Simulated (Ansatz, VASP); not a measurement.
# W: VASP beside Ansatz

The input INCAR:

```
SYSTEM = W
ALGO = Fast ; EDIFF = 1E-7
ENCUT = 520 ; GGA = PE
ISIF = 2 ; ISMEAR = -1
LASPH = .True. ; LCHARG = .False.
LREAL = .False. ; LWAVE = .False.
NBANDS = 13 ; NELM = 100
PREC = Accurate ; SIGMA = 0.05
```

Contents of KPOINTS:

```
k-points
0
Gamma
  12 12 12
  0 0 0
```

The input POSCAR:

```
W
1.0
   -1.6133792515      1.6133792515      1.6133792515
    1.6133792515     -1.6133792515      1.6133792515
    1.6133792515      1.6133792515     -1.6133792515
W
1
Direct
    0.0000000000      0.0000000000      0.0000000000
```

input.yaml

```yaml
crystal:
  lattice:
    - [-1.6133792515, 1.6133792515, 1.6133792515]
    - [1.6133792515, -1.6133792515, 1.6133792515]
    - [1.6133792515, 1.6133792515, -1.6133792515]
  atoms:
    - { symbol: W, position: [0.0, 0.0, 0.0] }
kpoints:
  mp_grid: { grid: [12, 12, 12] }
scf:
  occupations: { method: fermi_dirac, width: 0.05 }
hamiltonian:
  xc: pbe
  pseudopotentials: { kind: all_electron, lapw: { basis_error: 0.0005 } }
output:
  forces: true
  stress: true
  eigenvalues: true
```

Change from the starting cell: volume scaled by 1.06.

Alike in both runs: task single point; functional PBE; k mesh 12 × 12 × 12; occupations fermi-dirac, width 0.05 eV; no spin polarisation.

|  | VASP | Ansatz |
| --- | --- | --- |
| version | VASP 6.6.1 | Ansatz 0.2.0 |
| potentials or method | VASP PAW PBE potentials, release 64 (W_sv) | all-electron LAPW, scalar-relativistic |
| plane-wave cutoff (eV) | 520 | see its input |

|  | VASP | Ansatz | Ansatz less VASP |
| --- | --- | --- | --- |
| gap on the k mesh at the Fermi level (eV) | none | none | - |
| pressure (GPa) | -10.7 | -10.9 | -0.24 |

A gap of «none» marks a metal or a gap that the smearing closes. Ansatz ran all-electron here, so the differences hold the error of VASP's frozen core and of both bases.

Spin-orbit coupling is left out, which matters for the levels of W.
